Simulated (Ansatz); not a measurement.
## FeO in Ansatz: the effect of pseudo set

The system is FeO.

```xyz
2
Lattice="0.0000 2.1409 2.1409 2.1409 0.0000 2.1409 2.1409 2.1409 0.0000" Properties=species:S:1:pos:R:3 pbc="T T T"
Fe    0.0000    0.0000    0.0000
O     2.1409    2.1409    2.1409
```

The cell isn't the ideal one: volume scaled by 0.98.

Alike in all runs:

```yaml
Program: Ansatz 0.2.0
Task: single point
Functional: PBE
k_mesh: 11 × 11 × 11
Occupations: fermi-dirac, width 0.05 eV
Spin: collinear spin, ferromagnetic start
Starting_moments: "[3.0, 0.0] μB"
```

```tsv
pseudo set	cutoff	pressure (GPa)
Ansatz PAW	420 eV (not typed: the program's choice for these potentials)	3.7
Ansatz PAW accurate	950 eV	3.6
SSSP efficiency PAW	1225 eV	?
JTH PAW	1380 eV (not typed: the program's choice for these potentials)	3.5
SPMS NC	1034 eV (not typed: the program's choice for these potentials)	3.5
PseudoDojo standard	1225 eV	2.9
PseudoDojo stringent	1605 eV	2.9
Ansatz PAW earlier set	930 eV (not typed: the program's choice for these potentials)	3.6
Ansatz NC	1240 eV (not typed: the program's choice for these potentials)	3.3
```

Question: What does the run with pseudo set SSSP efficiency PAW give?

Answer: Pressure 4.3 GPa.

Caveats: a cell with one magnetic atom can't hold antiferromagnetic order, which such compounds often take.
